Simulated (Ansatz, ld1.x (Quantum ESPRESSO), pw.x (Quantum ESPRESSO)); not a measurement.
**Equation-of-state test of one PAW potential (C (Z = 6))**

- Element: carbon (C)
- Generator: ld1.x (Quantum ESPRESSO) 7.5
- Type: PAW
- Functional: PBE
- Relativity: scalar-relativistic
- Frozen core: [He]
- Valence charge: 4
- Reference configuration: 2s2 2p2
- Partial waves: 2s (bound): rcut 0.95, rcutus 1.20 bohr; 2s channel at 1.2 Ry: rcut 0.95, rcutus 1.20 bohr; 2p (bound): rcut 1.85, rcutus 2.50 bohr; 2p channel at 0.85 Ry: rcut 1.85, rcutus 2.50 bohr; 3d channel at 0.35 Ry: rcut 2.25, rcutus 2.70 bohr; 3d channel at 1.15 Ry: rcut 2.25, rcutus 2.70 bohr
- Local potential: all-electron potential smoothed inside 2.00 bohr (lloc = -1)
- Core correction: Bessel-smoothed model core inside 0.60 bohr
- Augmentation charge: BESSEL, radius 0.85 bohr

Atomic tests: cutoffs needed: 10 Ry and 25 Ry (the cutoffs (Ry, on a coarse ladder) from which the occupation-weighted sum of valence levels, in a spherical-Bessel basis at the reference potential, stays within 10 and 1 mRy of its value at 400 Ry); ghost test: no extra level below or beside the all-electron valence levels (s, p, d, f tested) (spherical-Bessel basis up to 400 Ry, 20 bohr box); configuration tests: test run stopped at test 2 of 7 (negative rho).

Crystal test: sc C in pw.x 7.5, no spin, 18³ k-points, Fermi–Dirac smearing 0.01 Ry, cutoffs 40/320 Ry. The reference is all-electron LAPW (Ansatz 0.2.0) with the same functional, mesh and smearing; V0 and B0 come from Birch–Murnaghan fits to the pressures at five volumes. Errors are pseudo minus all-electron; Δ is the rms difference of the E(V) curves that follow from these fits, minima aligned, over ±6 % about the mean V0. Mesh and smearing are coarse, so the numbers serve the comparison and aren't converged zero-temperature values; the lattice is a test structure that the element need not adopt.

All-electron: a0 = 1.777 Å (V0 = 5.61 Å³/atom), B0 = 325.5 GPa.

Q: How far does the potential miss the all-electron equation of state?

A: mean pressure error (GPa): +63.53. The pressure does not cross zero within the volumes sampled, so no fit is given. The largest radius (2.70 bohr) exceeds half the bond length (1.66 bohr), so the spheres overlap, which is one possible source of error among others. This is a poor potential for the solid. Atomic configuration tests: test run stopped at test 2 of 7 (negative rho).

| V (Å³/atom) | P all-electron (GPa) | P pseudo (GPa) |
| --- | --- | --- |
| 5.160 | 31.71 | 107.04 |
| 5.296 | 20.87 | 89.57 |
| 5.432 | 11.16 | 75.18 |
| 5.568 | 2.49 | 60.98 |
| 5.704 | -5.20 | 45.93 |

Q: At the middle volume, how do free energy and pressure move when the wave cutoff is lowered (ecutrho held at 320 Ry)?

A:

| cutoff (Ry) | shift of F (meV/atom) | shift of P (GPa) |
| --- | --- | --- |
| 18 | +74.8 | -6.71 |
| 24 | +32.6 | +2.04 |
| 32 | +11.0 | -0.58 |

The run at the middle volume (220 k-points, 12 iterations) took about 8.5 s on one core of a shared host (Neoverse-V1, 32 threads, 247 GiB, load 20).
